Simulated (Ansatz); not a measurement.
Crystal: Ga.

```
CELL_PARAMETERS angstrom
1.45000 -4.06500 0.00000
1.45000 4.06500 0.00000
0.00000 0.00000 3.17000
ATOMIC_POSITIONS crystal
Ga 0.13300 0.86700 0.75000
Ga 0.86700 0.13300 0.25000
```

This isn't the form of Ga at room conditions, which is orthorhombic.

```yaml
Program: Ansatz 0.2.0
Task: relaxation of cell and atoms
Functional: PBEsol0
Potentials_or_basis: Ansatz PAW
Cutoff: "420 eV (not typed: the program's choice for these potentials)"
k_mesh: 5 × 5 × 4
Occupations: fermi-dirac, width 0.05 eV
Spin: no spin polarisation
```

At the start: volume 18.68 Å³/atom.

**Question.** Where does the relaxation end?

**Answer.** It ends after 7 steps and the volume is 17.92 Å³/atom (-4.1 %); space group Cmcm (No. 63, to 0.05 Å).

Step by step:
| step | energy change (eV) | largest force (eV/Å) | volume (Å³) |
| --- | --- | --- | --- |
| 1 | 0.0000 | 0.4096 | 37.37 |
| 2 | -0.1185 | 0.0425 | 35.82 |
| 3 | -0.1220 | 0.0055 | 35.83 |
| 4 | -0.1231 | 0.0131 | 35.87 |
| 5 | -0.1232 | 0.0003 | 35.82 |
| 6 | -0.1232 | 0.0002 | 35.83 |
| 7 | -0.1221 | 0.0002 | 35.83 |

Final structure:
```
Ga
1.0
     1.39067   -3.90756    0.00000
     1.39067    3.90756    0.00000
     0.00000    0.00000    3.29697
Ga
2
Cartesian
  1.3907 2.8284 2.4727
  1.3907 -2.8284 0.8242
```

Caveat: the k mesh is coarse (spacing up to 0.50 Å⁻¹), so the values aren't converged, least of all with exact exchange; the plane-wave basis is chosen anew once the cell has moved, so the energies of steps on either side of that aren't comparable; the PAW data sets come from PBE, with cores solved anew for the run's functional, which leaves a small shift of forces and pressure.
